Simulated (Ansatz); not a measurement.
# MgB2 (P6/mmm) in Ansatz: convergence with k mesh

Aim: find how far k mesh must go before the results for MgB2 settle, at PBE. This setting moves, with any that are tied to it; all else stays.

Everything below comes from runs of Ansatz 0.2.0. Logs are shortened: lines on timing, memory, paths and dates and some standing lists are left out, and cuts for length are marked.

**1. The structure**

The structure is hexagonal, space group P6/mmm (No. 191). The conventional cell has a = 3.085 Å, b = 3.085 Å, c = 3.523 Å, α = 90.00°, β = 90.00°, γ = 120.00°. Mg (site symmetry 6/mmm) has 12 B at 2.51 Å as nearest neighbours. B (site symmetry -6m2) is surrounded by 3 B at 1.78 Å.

**2. With k mesh 3 × 3 × 2**

The input, input.yaml:

```yaml
crystal:
  lattice:
    - [3.085, 0.0, 0.0]
    - [-1.5425, 2.6716883707, 0.0]
    - [0.0, 0.0, 3.523]
  atoms:
    - { symbol: Mg, position: [0.0, 0.0, 0.0] }
    - { symbol: B, position: [0.6666666667, 0.3333333333, 0.5] }
    - { symbol: B, position: [0.3333333333, 0.6666666667, 0.5] }
hamiltonian:
  xc: pbe
  pseudopotentials: { kind: nc, accuracy: standard }
kpoints:
  mp_grid: { grid: [3, 3, 2] }
scf:
  occupations: { method: gaussian, width: 0.1 }
output:
  forces: true
  stress: true
  eigenvalues: true
```

Potentials or basis: PseudoDojo standard (PBE files).

Launch:

```sh
$ ansatz run input.yaml --threads 2 --pin off --max-ram 5632MiB --backend cpu --events-out ev --progress --plain --runs-dir out
```

What it wrote:

```text
Warning: RAYON_NUM_THREADS=2 ignored (pool sized by the plan → 2); use --threads N
Engine: ansatz 0.2.0, x86_64-unknown-linux-gnu
Pseudopotentials: kind: nc
Pseudopotential: Mg, nc, valence charge 10, recommended cutoff 1142.878222 eV (normal), Mg.nc.azcp (PseudoDojo's, or run here from an input of PseudoDojo's; its table is named by hamiltonian.pseudopotentials.accuracy)
Pseudopotential: B, nc, valence charge 3, recommended cutoff 1034.032677 eV (normal), B.nc.azcp (PseudoDojo's, or run here from an input of PseudoDojo's; its table is named by hamiltonian.pseudopotentials.accuracy)
Functional definition: PBE
  parameter kappa = 0.804
  parameter beta = 0.06672455060314922
  exchange = pbe_x(kappa = kappa, mu = beta*pi^2/3)
  correlation = pbe_c(beta = beta)
Crystal: 3 atoms, lattice volume = 29.037 Å³
Basis set: ecut = 1142.878222 eV, 2581 PW (Γ), exchange–correlation on 72×72×80 points (8 copies of the dense FFT grid, shifted against one another)
Bands: 12, of which v1, the nominal top of the filled ones, is band 8 counted from 1 (7 counted from 0)
Symmetry: 24 space group operations
Space group: P6/mmm (ITA 191), of the structure as read, at distance tolerance 3.1e-5 Å
k-points: 6 of 18
Non-local potential: Mg, projectors of the file, l = 0: 2, l = 1: 2
Non-local potential: B, projectors of the file, l = 0: 2, l = 1: 2
Initial density: superposition of atomic densities (chi_scale 0.1, normalization cell, long waves kept (reshape's long-wave potential 0.00 eV rms))
Initial wavefunctions: pseudopotential atomic-orbital guess
Functional: x = pbe(κ = 0.804, μ = 0.2195149727645171), c = pbe(β = 0.06672455060314922)
SCF iter   1: F=—  HF=-1777.524275 eV  |F-HF|=—  |Δ(HF+E_count)|=         —  Δρ=8.30e-2  dr2=3.30e0  ethr=3.10e-3  ⟨swp⟩=6.0  Hψ=436  notcnv=0
preconditioner: auto → none  [insulator: Δε(μ)=2.011 eV  Ē_g=11.695 eV  σ=0.100 eV  W_gap=1.00  n_scr=8 (ndim 8)  ℏωp=19.5 eV  f_vac=0.000  D(μ)=0.00/eV (n_scr^D=0)  ε∞_Penn≈3.8]
SCF iter   2: F=—  HF=-1776.205623 eV  |F-HF|=—  |Δ(HF+E_count)|=    1.32e0  Δρ=2.29e-2  dr2=9.43e-2  ethr=3.10e-3  ⟨swp⟩=3.2  Hψ=184  notcnv=0  defer=1
SCF iter   3: F=—  HF=-1776.195347 eV  |F-HF|=—  |Δ(HF+E_count)|=   1.03e-2  Δρ=7.75e-3  dr2=8.22e-3  ethr=5.89e-4  ⟨swp⟩=2.3  Hψ=135  notcnv=0  defer=1
SCF iter   4: F=—  HF=-1776.198095 eV  |F-HF|=—  |Δ(HF+E_count)|=   2.75e-3  Δρ=2.52e-3  dr2=2.69e-3  ethr=5.14e-5  ⟨swp⟩=2.2  Hψ=87  notcnv=0  defer=1
SCF iter   5: F=—  HF=-1776.197356 eV  |F-HF|=—  |Δ(HF+E_count)|=   7.39e-4  Δρ=5.45e-4  dr2=9.80e-5  ethr=1.68e-5  ⟨swp⟩=1.8  Hψ=81  notcnv=0  defer=1
SCF iter   6: F=—  HF=-1776.197076 eV  |F-HF|=—  |Δ(HF+E_count)|=   2.80e-4  Δρ=5.50e-5  dr2=1.22e-6  ethr=6.13e-7  ⟨swp⟩=2.0  Hψ=91  notcnv=0  defer=1
SCF iter   7: F=-1776.197076 eV  HF=-1776.197076 eV  |F-HF|=4.14e-8  |Δ(HF+E_count)|=   1.75e-7  Δρ=1.32e-5  dr2=6.49e-8  ethr=6.25e-10  ⟨swp⟩=7.3  Hψ=406  notcnv=0
SCF 1 converged in 7 iterations: F = -1776.197076 eV  dr2 = 6.49e-8
SCF converged after 7 iterations
Free energy (F): -1776.197076 eV
Harris-Foulkes:  -1776.197076 eV  (|F-HF|=4.14e-8)
Internal energy: -1776.192745 eV  (E = F + TS)
E sigma→0 (E₀):  -1776.194910 eV
Entropy (-TS):   -0.004331 eV (-1.444 meV/atom)
Fermi energy:    10.331587 eV
--- Per-component energies (eV) ---
  E_band       = -295.384494
  E_kinetic    = 1039.519594
  E_local      = -1588.136031  (includes V_loc(G=0)·N_el)
  E_nonlocal   = -491.838138
  E_hartree    = 553.059583
  E_xc         = -283.936715
  E_vxc        = -361.051148  (∫ρ·V_xc dr)
  E_ewald      = -1004.861037
  E_smearing   = -0.004331  (= −TS)
  E_closure    = 0.000000  (closes the sum)
  Σ components = -1776.197076   (vs F -1776.197076, Δ=0.00e0)
--- Forces (eV/Å), atoms counted from 1 ---
  atom   1  Mg    -0.00000000    -0.00000000     0.00000000
  atom   2  B      0.00000000     0.00000000     0.00000000
  atom   3  B      0.00000000    -0.00000000     0.00000000
  max |Σ_I F_I| component: 1.85e-17 eV/Å
--- Stress (GPa, compression-positive) ---
       -0.054521       0.000000       0.000000
        0.000000      -0.054521       0.000000
        0.000000       0.000000      -1.871138
  P = ⅓ Tr σ = -0.6601 GPa (-6.601 kbar)
--- Band table (eV; the first three rows and the last of 6) ---
  k-point 0: bands = ["-66.3495", "-33.1370", "-33.1370", "-33.0811", "-3.0769", "6.3541", "9.8277", "9.8277", "10.8297", "15.6877", "15.6877", "17.3952"]
  k-point 1: bands = ["-66.3493", "-33.1365", "-33.1365", "-33.0881", "-1.7238", "1.7408", "10.2235", "10.2235", "16.0766", "16.0766", "17.2345", "19.2343"]
  k-point 2: bands = ["-66.3470", "-33.1658", "-33.1441", "-33.0769", "-1.1609", "4.2988", "7.7134", "8.1705", "12.4660", "14.2942", "14.5144", "17.8580"]
  k-point 5: bands = ["-66.3456", "-33.1631", "-33.1631", "-33.0811", "3.0663", "3.0663", "4.2512", "7.1844", "7.1844", "12.6662", "21.0263", "21.3202"]
```

It took 0.69 s on 2 threads of Intel Xeon at 2.50GHz (Skylake/Cascade Lake), shared host; peak memory 0.28 GiB.

What came out:

```yaml
Free_energy: -1776.1971 eV
Pressure: -0.7 GPa
Band_gap_on_the_k_mesh: none (metal or under the smearing width)
```

**3. With k mesh 4 × 4 × 3**

input.yaml: that of step 2 with these lines changed.

```diff
@@ -13,3 +13,3 @@
 kpoints:
-  mp_grid: { grid: [3, 3, 2] }
+  mp_grid: { grid: [4, 4, 3] }
 scf:
```

Potentials or basis: PseudoDojo standard (PBE files).

Launch:

```sh
$ ansatz run input.yaml --threads 2 --pin off --max-ram 5632MiB --backend cpu --events-out ev --progress --plain --runs-dir out
```

Run time: 0.95 s. Hardware: 2 threads of Intel Xeon at 2.50GHz (Skylake/Cascade Lake), shared host; peak memory 0.29 GiB.

Results:

```yaml
Free_energy: -1776.5564 eV
Pressure: -1.2 GPa
Band_gap_on_the_k_mesh: none (metal or under the smearing width)
```

**4. With k mesh 5 × 5 × 4**

input.yaml: that of step 3 with these lines changed.

```diff
@@ -13,3 +13,3 @@
 kpoints:
-  mp_grid: { grid: [4, 4, 3] }
+  mp_grid: { grid: [5, 5, 4] }
 scf:
```

Launch:

```sh
$ ansatz run input.yaml --threads 2 --pin off --max-ram 5632MiB --backend cpu --events-out ev --progress --plain --runs-dir out
```

It took 1.1 s on 2 threads of Intel Xeon at 2.50GHz (Skylake/Cascade Lake), shared host; peak memory 0.3 GiB.

Results:

```
Free energy            : -1776.6948 eV
Pressure               : -1.3 GPa
Band gap on the k mesh : none (metal or under the smearing width)
```

**5. With k mesh 6 × 6 × 4**

input.yaml: that of step 4 with these lines changed.

```diff
@@ -13,3 +13,3 @@
 kpoints:
-  mp_grid: { grid: [5, 5, 4] }
+  mp_grid: { grid: [6, 6, 4] }
 scf:
```

Launch:

```sh
$ ansatz run input.yaml --threads 2 --pin off --max-ram 5632MiB --backend cpu --events-out ev --progress --plain --runs-dir out
```

Run time: 1.5 s. Hardware: 2 threads of Intel Xeon at 2.50GHz (Skylake/Cascade Lake), shared host; peak memory 0.31 GiB.

Results:

| Quantity | Value |
| --- | --- |
| Free energy | -1776.6826 eV |
| Pressure | -1.0 GPa |
| Band gap on the k mesh | none (metal or under the smearing width) |

**6. With k mesh 7 × 7 × 6**

input.yaml: that of step 5 with these lines changed.

```diff
@@ -13,3 +13,3 @@
 kpoints:
-  mp_grid: { grid: [6, 6, 4] }
+  mp_grid: { grid: [7, 7, 6] }
 scf:
```

Potentials or basis: PseudoDojo standard (PBE files).

Launch:

```sh
$ ansatz run input.yaml --threads 2 --pin off --max-ram 5632MiB --backend cpu --events-out ev --progress --plain --runs-dir out
```

Wall time 2 s (2 threads of Intel Xeon at 2.50GHz (Skylake/Cascade Lake), shared host); peak memory 0.33 GiB.

The run converged. Its results:

- Free energy: -1776.6913 eV
- Pressure: -1.1 GPa
- Band gap on the k mesh: none (metal or under the smearing width)

**7. With k mesh 9 × 9 × 7**

input.yaml: that of step 6 with these lines changed.

```diff
@@ -13,3 +13,3 @@
 kpoints:
-  mp_grid: { grid: [7, 7, 6] }
+  mp_grid: { grid: [9, 9, 7] }
 scf:
```

Launch:

```sh
$ ansatz run input.yaml --threads 2 --pin off --max-ram 5632MiB --backend cpu --events-out ev --progress --plain --runs-dir out
```

It took 2.9 s on 2 threads of Intel Xeon at 2.50GHz (Skylake/Cascade Lake), shared host; peak memory 0.35 GiB.

It converged, with:

* Free energy: -1776.6889 eV
* Pressure: -1.0 GPa
* Band gap on the k mesh: none (metal or under the smearing width)

**8. With k mesh 11 × 11 × 9**

input.yaml: that of step 7 with these lines changed.

```diff
@@ -13,3 +13,3 @@
 kpoints:
-  mp_grid: { grid: [9, 9, 7] }
+  mp_grid: { grid: [11, 11, 9] }
 scf:
```

Launch:

```sh
$ ansatz run input.yaml --threads 2 --pin off --max-ram 5632MiB --backend cpu --events-out ev --progress --plain --runs-dir out
```

Wall time 5.3 s (2 threads of Intel Xeon at 2.50GHz (Skylake/Cascade Lake), shared host); peak memory 0.38 GiB.

Results (log left out):

```yaml
Free_energy: -1776.6855 eV
Pressure: -1.1 GPa
Band_gap_on_the_k_mesh: none (metal or under the smearing width)
```

**9. With k mesh 14 × 14 × 10**

input.yaml: that of step 8 with these lines changed.

```diff
@@ -13,3 +13,3 @@
 kpoints:
-  mp_grid: { grid: [11, 11, 9] }
+  mp_grid: { grid: [14, 14, 10] }
 scf:
```

Potentials or basis: PseudoDojo standard (PBE files).

Launch:

```sh
$ ansatz run input.yaml --threads 2 --pin off --max-ram 5632MiB --backend cpu --events-out ev --progress --plain --runs-dir out
```

Run time: 7.5 s. Hardware: 2 threads of Intel Xeon at 2.50GHz (Skylake/Cascade Lake), shared host; peak memory 0.44 GiB.

The run converged. Its results:

```
Free energy            : -1776.6843 eV
Pressure               : -1.0 GPa
Band gap on the k mesh : none (metal or under the smearing width)
```

**10. With k mesh 16 × 16 × 12**

input.yaml: that of step 9 with these lines changed.

```diff
@@ -13,3 +13,3 @@
 kpoints:
-  mp_grid: { grid: [14, 14, 10] }
+  mp_grid: { grid: [16, 16, 12] }
 scf:
```

Launch:

```sh
$ ansatz run input.yaml --threads 2 --pin off --max-ram 5632MiB --backend cpu --events-out ev --progress --plain --runs-dir out
```

Run time: 14 s. Hardware: 2 threads of Intel Xeon at 2.50GHz (Skylake/Cascade Lake), shared host; peak memory 0.49 GiB.

The run converged. Its results:

```yaml
Free_energy: -1776.6873 eV
Pressure: -1.0 GPa
Band_gap_on_the_k_mesh: none (metal or under the smearing width)
```

**11. Summary**

| k mesh | energy less the tightest run, at zero smearing (meV/atom) | pressure (GPa) | SCF cycles | CPU time (s) | peak memory (GiB) |
| --- | --- | --- | --- | --- | --- |
| 3 × 3 × 2 | 163.54 | -0.66 | 7 | 1.1 | 0.28 |
| 4 × 4 × 3 | 43.70 | -1.24 | 7 | 1.6 | 0.29 |
| 5 × 5 × 4 | -2.37 | -1.30 | 6 | 2 | 0.3 |
| 6 × 6 × 4 | 1.69 | -1.05 | 6 | 2.7 | 0.31 |
| 7 × 7 × 6 | -1.07 | -1.12 | 7 | 3.7 | 0.33 |
| 9 × 9 × 7 | -0.63 | -0.96 | 6 | 5.4 | 0.35 |
| 11 × 11 × 9 | 0.71 | -1.12 | 7 | 10 | 0.38 |
| 14 × 14 × 10 | 1.12 | -1.01 | 7 | 14 | 0.44 |
| 16 × 16 × 12 | 0.00 | -1.05 | 7 | 28 | 0.49 |

Against the tightest run, the pressure stays within 0.1 GPa from 6 × 6 × 4 on. Not settled before the last step: the energy (to 1 meV/atom). Meshes of other sizes hit other points, so gaps and Fermi surfaces needn't settle smoothly. The tightest run that finished is the yardstick and may itself not be fully converged.
